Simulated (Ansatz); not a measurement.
# TaN (Fm-3m) in Ansatz: further runs

The runs below take TaN through projected density of states, with r2SCAN+U.

All numbers are computed with Ansatz 0.2.0; they aren't measurements. Logs are shortened: lines on timing, memory, paths and dates and some standing lists are left out, and cuts for length are marked.

### Step 1. Starting point

Symmetry: Fm-3m, No. 225, cubic system. Conventional cell: a = 4.423 Å, b = 4.423 Å, c = 4.423 Å, α = 90.00°, β = 90.00°, γ = 90.00°. Around Ta (site symmetry m-3m) lie 6 N at 2.21 Å. N (site symmetry m-3m) has 6 Ta at 2.21 Å as nearest neighbours.

The cell comes from a database or a generator and needn't be the stable form of this composition.

### Step 2. Projected density of states, r2SCAN+U

input.yaml

```yaml
crystal:
  lattice:
    - [0.0, 2.211323, 2.211323]
    - [2.211323, 0.0, 2.211323]
    - [2.211323, 2.211323, 0.0]
  atoms:
    - { symbol: Ta, position: [0.5, 0.5, 0.5] }
    - { symbol: "N", position: [0.0, 0.0, 0.0] }
hamiltonian:
  xc: r2scan
  pseudopotentials: { kind: paw }
  hubbard: { sites: [{ species: Ta, l: d, u_eff: 2.0 }] }
kpoints:
  mp_grid: { grid: [10, 10, 10] }
scf:
  occupations: { method: fermi_dirac, width: 0.05 }
  n_extra_bands: 6
output:
  forces: true
  stress: true
  eigenvalues: true
  dos: { projected: true, de: 0.05, nscf_kmesh: { grid: [15, 15, 15] } }
  write_density: true
  write_potential: true
  elf: true
  volumetric_format: npy
```

Potentials or basis: Ansatz PAW.

Started as:

```sh
> ansatz run input.yaml --threads 2 --pin off --max-ram 5632MiB --backend cpu --events-out ev --progress --plain --runs-dir out
```

The program printed:

```text
Warning: RAYON_NUM_THREADS=2 ignored (pool sized by the plan → 2); use --threads N
Ta: projections on atomic orbitals take those of the free atom [Kr 4d10 4f14] 5s2 5p6 5d3 6s2, of charge +0.00 (hamiltonian.pseudopotentials.projection_atoms); the dataset's partial waves leave at most 6.0e-5 of an orbital's norm unspanned inside its sphere
N: projections on atomic orbitals take those of the free atom [He] 2s2 2p3, of charge +0.00 (hamiltonian.pseudopotentials.projection_atoms); the dataset's partial waves leave at most 9.3e-9 of an orbital's norm unspanned inside its sphere
scf.n_extra_bands = 6 over 9 filled bands (N_el = 18.0): the run solves 15 bands
Engine: ansatz 0.2.0, x86_64-unknown-linux-gnu
Pseudopotentials: kind: paw
Pseudopotential: Ta, paw, valence charge 13, recommended cutoff 500 eV (meta_gga), Ta.paw.azcp
Pseudopotential: N, paw, valence charge 5, recommended cutoff 500 eV (meta_gga), N.paw.azcp
Functional definition: r2SCAN
  parameter k0 = 0.174
  parameter k1 = 0.065
  parameter a1 = 4.9479
  exchange = r2scan_x(k0 = k0, k1 = k1, a1 = a1)
  correlation = r2scan_c
Crystal: 2 atoms, lattice volume = 21.627 Å³
Basis set: ecut = 500 eV, 537 PW (Γ), exchange–correlation on 96×96×96 points (64 copies of the dense FFT grid, shifted against one another)
Bands: 15, of which v1, the nominal top of the filled ones, is band 9 counted from 1 (8 counted from 0)
Symmetry: 48 space group operations
Space group: Fm-3m (ITA 225), of the structure as read, at distance tolerance 2.8e-5 Å
k-points: 47 of 1000
Non-local potential: Ta, projectors of the file, l = 0: 3, l = 1: 2, l = 2: 2, l = 3: 1
Non-local potential: N, projectors of the file, l = 0: 2, l = 1: 2, l = 2: 1
PAW form: soft (Blöchl's): semilocal exchange-correlation on the pseudo side does not see the compensation charge
PAW frozen core: Ta, regenerated for the run's functional (the file was generated under x = pbe(κ = 0.804, μ = 0.2195149727645171), c = pbe(β = 0.06672455060314922))
PAW frozen core: N, regenerated for the run's functional (the file was generated under x = pbe(κ = 0.804, μ = 0.2195149727645171), c = pbe(β = 0.06672455060314922))
PAW one-centre angular grid: Ta, 590 points (default); XC on 160 Gauss nodes
PAW one-centre angular grid: N, 302 points (default); XC on 160 Gauss nodes
Initial density: superposition of atomic densities (chi_scale 0.1, normalization cell, long waves kept (reshape's long-wave potential 0.00 eV rms))
Initial wavefunctions: pseudopotential atomic-orbital guess
Functional: x = r2scan, c = r2scan; τ floored in thin density (d = 2e-4 eV/Å³)
SCF iter   1: F=—  HF=-10328.616958 eV  |F-HF|=—  |Δ(HF+E_count)|=         —  Δρ=6.03e-2  dr2=8.42e-1  dr2_τ=2.53e-1  ethr=3.10e-3  ⟨swp⟩=5.9  Hψ=3729  notcnv=0
preconditioner: auto → none  [insulator: Δε(μ)=0.191 eV  Ē_g=14.070 eV  σ=0.050 eV  W_gap=0.62  n_scr=8 (ndim 8)  ℏωp=25.3 eV  f_vac=0.000  D(μ)=0.52/eV (n_scr^D=0)  ε∞_Penn≈4.2]
SCF iter   2: F=—  HF=-10328.760814 eV  |F-HF|=—  |Δ(HF+E_count)|=   1.44e-1  Δρ=4.64e-2  dr2=3.00e-1  dr2_τ=1.02e-1  ethr=3.10e-3  ⟨swp⟩=2.4  Hψ=1569  notcnv=0  defer=50
SCF iter   3: F=—  HF=-10328.733645 eV  |F-HF|=—  |Δ(HF+E_count)|=   2.72e-2  Δρ=1.68e-2  dr2=2.74e-2  dr2_τ=3.51e-3  ethr=1.66e-3  ⟨swp⟩=2.3  Hψ=1158  notcnv=0  defer=49
SCF iter   4: F=—  HF=-10328.761329 eV  |F-HF|=—  |Δ(HF+E_count)|=   2.77e-2  Δρ=2.90e-3  dr2=6.03e-4  dr2_τ=1.77e-4  ethr=1.52e-4  ⟨swp⟩=2.5  Hψ=1317  notcnv=0  defer=50
SCF iter   5: F=—  HF=-10328.762262 eV  |F-HF|=—  |Δ(HF+E_count)|=   9.33e-4  Δρ=5.14e-4  dr2=1.65e-5  dr2_τ=3.53e-6  ethr=3.35e-6  ⟨swp⟩=2.3  Hψ=1078  notcnv=0  defer=50
SCF iter   6: F=—  HF=-10328.762293 eV  |F-HF|=—  |Δ(HF+E_count)|=   3.13e-5  Δρ=1.26e-4  dr2=4.16e-6  dr2_τ=4.58e-7  ethr=9.18e-8  ⟨swp⟩=2.4  Hψ=1018  notcnv=0  defer=50
SCF iter   7: F=—  HF=-10328.762292 eV  |F-HF|=—  |Δ(HF+E_count)|=   7.42e-7  Δρ=3.31e-5  dr2=2.73e-7  dr2_τ=8.24e-9  ethr=2.31e-8  ⟨swp⟩=1.9  Hψ=812  notcnv=0  defer=50
SCF iter   8: F=-10328.762292 eV  HF=-10328.762292 eV  |F-HF|=2.22e-10  |Δ(HF+E_count)|=   2.38e-8  Δρ=2.83e-6  dr2=1.39e-9  dr2_τ=4.40e-10  ethr=5.56e-10  ⟨swp⟩=12.6  Hψ=4457  notcnv=0
SCF 1 converged in 8 iterations: F = -10328.762292 eV  dr2 = 1.39e-9
NSCF: frozen V_eff on 120 k-points
SCF converged after 8 iterations
Free energy (F): -10328.762292 eV
Harris-Foulkes:  -10328.762292 eV  (|F-HF|=2.22e-10)
Internal energy: -10328.756815 eV  (E = F + TS)
E sigma→0 (E₀):  -10328.759554 eV
Entropy (-TS):   -0.005477 eV (-2.739 meV/atom)
Fermi energy:    21.506321 eV
--- Per-component energies (eV) ---
  E_band       = -65.759318
  E_kinetic    = 501.780565
  E_local      = -595.418306  (includes V_loc(G=0)·N_el)
  E_nonlocal   = 59.349757
  E_hartree    = 200.159857
  E_xc         = -265.489265
  E_vxc        = -308.239961  (∫ρ·V_xc dr)
  E_hubbard    = 2.292781  (on-site DFT+U / exact-exchange correction)
  E_vhub       = 0.857851  (the Hubbard potential's part of the band-sum identity)
  E_paw        = -8552.026306  (= ΣΔE_a)
  E_vpaw       = -140.328464  (= ΣTr[D̂ρ^β])
  E_aug_tail   = 0.000065  (compensation charges beyond the density's cutoff)
  E_vtau       = 15.919649  (kinetic-family band-sum trace: ∫τ·v_τ [+ j·A + Jᵃ·Aᵃ] dr)
  E_ewald      = -1678.620117
  E_core_change = -0.785845  (= ΣΔE_core)
  E_smearing   = -0.005477  (= −TS)
  E_closure    = -0.000000  (closes the sum)
  Σ components = -10328.762292   (vs F -10328.762292, Δ=0.00e0)
--- Forces (eV/Å), atoms counted from 1 ---
  atom   1  Ta     0.00000000    -0.00000000     0.00000000
  atom   2  N     -0.00000000     0.00000000     0.00000000
  max |Σ_I F_I| component: 3.28e-29 eV/Å
--- Stress (GPa, compression-positive) ---
       -4.376251      -0.000000      -0.000000
       -0.000000      -4.376251      -0.000000
        0.000000       0.000000      -4.376251
  P = ⅓ Tr σ = -4.3763 GPa (-43.763 kbar)
--- Band table (eV; the first three rows and the last of 47) ---
  k-point 0: bands = ["-50.2389", "-15.8190", "-15.8190", "-15.8190", "1.6080", "17.3823", "17.3823", "17.3823", "19.3728", "19.3728", "19.3728", "21.9361", "21.9361", "23.0221", "31.0455"]
  k-point 1: bands = ["-50.2336", "-15.9025", "-15.8264", "-15.8264", "1.8394", "16.2849", "16.7023", "16.7023", "19.7328", "19.7328", "19.7828", "22.7886", "22.7886", "23.7533", "31.7624"]
  k-point 2: bands = ["-50.2194", "-16.1155", "-15.8458", "-15.8458", "2.4712", "14.4213", "15.5528", "15.5528", "20.3336", "20.5561", "20.5561", "24.6307", "24.6307", "25.2801", "33.3915"]
  k-point 46: bands = ["-50.1646", "-16.3651", "-16.2354", "-16.1072", "3.5251", "14.0368", "14.2974", "14.4790", "20.1246", "22.3969", "24.9298", "25.5441", "26.4093", "31.3264", "32.6778"]
Occupation matrices written to <dir>
```

It took 3 s on 2 threads of Intel Xeon Platinum 8375C at 2.90GHz (Ice Lake), shared host; peak memory 0.44 GiB.

What came out:

```
Free energy                          : -10328.7623 eV
Pressure                             : -4.4 GPa
Band gap on the k mesh               : none (metal or under the smearing width)
Density of states at the Fermi level : 0.69 states/eV per cell
```

States per cell in windows of 0.5 eV (zero at the Fermi level; states under -8 eV left out):
```tsv
from (eV)	total	Ta 5d	N 2p	Ta 6s	N 2s	Ta 5p	Ta 5s
-8.0	0.53	0.16	0.33	0.02	0.01	0.01	0.00
-7.5	1.74	0.55	1.12	0.01	0.01	0.03	0.00
-7.0	0.95	0.32	0.60	0.00	0.01	0.01	0.00
-6.5	0.57	0.18	0.36	0.00	0.00	0.01	0.00
-6.0	0.39	0.11	0.27	0.00	0.00	0.00	0.00
-5.5	0.19	0.04	0.14	0.00	0.00	0.00	0.00
-5.0	0.07	0.02	0.05	0.00	0.00	0.00	0.00
-4.5	0.06	0.03	0.03	0.00	0.00	0.00	0.00
-4.0	0.09	0.06	0.03	0.00	0.00	0.00	0.00
-3.5	0.13	0.09	0.04	0.00	0.00	0.00	0.00
-3.0	0.17	0.13	0.04	0.00	0.00	0.00	0.00
-2.5	0.23	0.18	0.05	0.00	0.00	0.00	0.00
-2.0	0.28	0.22	0.05	0.00	0.00	0.00	0.00
-1.5	0.31	0.24	0.06	0.00	0.00	0.00	0.00
-1.0	0.37	0.29	0.07	0.01	0.00	0.00	0.00
-0.5	0.37	0.29	0.06	0.01	0.00	0.00	0.00
0.0	0.41	0.33	0.06	0.01	0.00	0.00	0.00
0.5	0.50	0.41	0.07	0.01	0.00	0.00	0.00
1.0	0.65	0.54	0.08	0.01	0.01	0.00	0.00
1.5	1.03	0.85	0.13	0.02	0.02	0.00	0.00
2.0	0.88	0.73	0.10	0.02	0.02	0.00	0.00
2.5	0.78	0.65	0.07	0.02	0.03	0.00	0.00
3.0	0.72	0.58	0.06	0.03	0.04	0.00	0.00
3.5	0.41	0.24	0.05	0.04	0.06	0.00	0.00
4.0	0.55	0.30	0.07	0.06	0.09	0.00	0.00
4.5	0.68	0.31	0.09	0.07	0.10	0.00	0.00
5.0	0.55	0.27	0.09	0.06	0.06	0.00	0.00
5.5	0.34	0.16	0.08	0.04	0.02	0.00	0.00
6.0	0.33	0.16	0.08	0.03	0.01	0.00	0.00
6.5	0.31	0.15	0.08	0.02	0.00	0.00	0.00
7.0	0.30	0.13	0.08	0.04	0.00	0.00	0.00
7.5	0.42	0.15	0.10	0.09	0.00	0.00	0.00
```

Eigenvalues of the final occupation matrices:
| site | spin | trace | eigenvalues |
| --- | --- | --- | --- |
| site 1 | 1 | 1.86 | 0.29 0.29 0.43 0.43 0.43 |

Caveat: U without spin polarisation on a metal has little footing; the PAW data sets come from PBE, with cores solved anew for the run's functional, which leaves a small shift of forces and pressure; the density of states is complete only up to the lowest level of the last band computed.

### Step 3. Projected density of states, r2SCAN+U

Edit input.yaml of step 2 so:

```diff
@@ -11,3 +11,3 @@
   pseudopotentials: { kind: paw }
-  hubbard: { sites: [{ species: Ta, l: d, u_eff: 2.0 }] }
+  hubbard: { sites: [{ species: Ta, l: d, u_eff: 3.0 }] }
 kpoints:
```

Potentials or basis: Ansatz PAW.

Started as:

```sh
> ansatz run input.yaml --threads 2 --pin off --max-ram 5632MiB --backend cpu --events-out ev --progress --plain --runs-dir out
```

Run time: 3 s. Hardware: 2 threads of Intel Xeon Platinum 8375C at 2.90GHz (Ice Lake), shared host; peak memory 0.44 GiB.

Results (log left out):

* Free energy: -10327.6178 eV
* Pressure: -3.4 GPa
* Band gap on the k mesh: none (metal or under the smearing width)
* Density of states at the Fermi level: 0.69 states/eV per cell

Levels at points of the mesh, in eV from the Fermi level:
```csv
k point,band 5,band 6,band 7,band 8,band 9,band 10,band 11,band 12,band 13,band 14
"(0.00, 0.00, 0.00)",-19.92,-4.13,-4.13,-4.13,-2.13,-2.13,-2.13,0.59,0.59,1.48
"(0.00, 0.00, -0.50)",-17.02,-10.72,-7.70,-7.70,1.84,1.84,1.96,3.80,7.88,7.88
"(0.00, -0.50, -0.50)",-18.45,-7.15,-5.50,-5.01,-5.01,2.61,3.40,3.40,4.73,7.08
```

States per cell in windows of 0.5 eV (zero at the Fermi level; states under -8 eV left out):
```tsv
from (eV)	total	Ta 5d	N 2p	Ta 6s	N 2s	Ta 5p
-8.0	0.33	0.09	0.21	0.02	0.01	0.01
-7.5	1.60	0.51	1.03	0.01	0.01	0.03
-7.0	1.16	0.39	0.73	0.00	0.01	0.02
-6.5	0.63	0.21	0.41	0.00	0.00	0.01
-6.0	0.43	0.13	0.30	0.00	0.00	0.01
-5.5	0.23	0.05	0.18	0.00	0.00	0.00
-5.0	0.07	0.02	0.05	0.00	0.00	0.00
-4.5	0.06	0.03	0.03	0.00	0.00	0.00
-4.0	0.09	0.06	0.03	0.00	0.00	0.00
-3.5	0.12	0.09	0.04	0.00	0.00	0.00
-3.0	0.17	0.12	0.04	0.00	0.00	0.00
-2.5	0.22	0.16	0.05	0.00	0.00	0.00
-2.0	0.27	0.21	0.05	0.00	0.00	0.00
-1.5	0.31	0.24	0.06	0.00	0.00	0.00
-1.0	0.36	0.28	0.07	0.01	0.00	0.00
-0.5	0.38	0.29	0.06	0.01	0.00	0.00
0.0	0.39	0.31	0.06	0.01	0.00	0.00
0.5	0.46	0.37	0.07	0.01	0.00	0.00
1.0	0.60	0.50	0.07	0.01	0.01	0.00
1.5	0.94	0.78	0.12	0.02	0.01	0.00
2.0	0.93	0.77	0.11	0.02	0.02	0.00
2.5	0.81	0.68	0.07	0.02	0.03	0.00
3.0	0.75	0.62	0.06	0.03	0.04	0.00
3.5	0.40	0.25	0.05	0.04	0.05	0.00
4.0	0.52	0.29	0.06	0.06	0.08	0.00
4.5	0.65	0.30	0.09	0.07	0.10	0.00
5.0	0.64	0.32	0.09	0.06	0.08	0.00
5.5	0.35	0.18	0.07	0.04	0.02	0.00
6.0	0.33	0.16	0.08	0.03	0.01	0.00
6.5	0.32	0.15	0.08	0.02	0.00	0.00
7.0	0.32	0.15	0.09	0.04	0.00	0.00
7.5	0.40	0.16	0.10	0.08	0.00	0.00
```

Eigenvalues of the final occupation matrices:
| site | spin | trace | eigenvalues |
| --- | --- | --- | --- |
| site 1 | 1 | 1.85 | 0.29 0.29 0.43 0.43 0.43 |

Caveat: U without spin polarisation on a metal has little footing; the PAW data sets come from PBE, with cores solved anew for the run's functional, which leaves a small shift of forces and pressure; the density of states is complete only up to the lowest level of the last band computed.

[end of part 1 of 2]
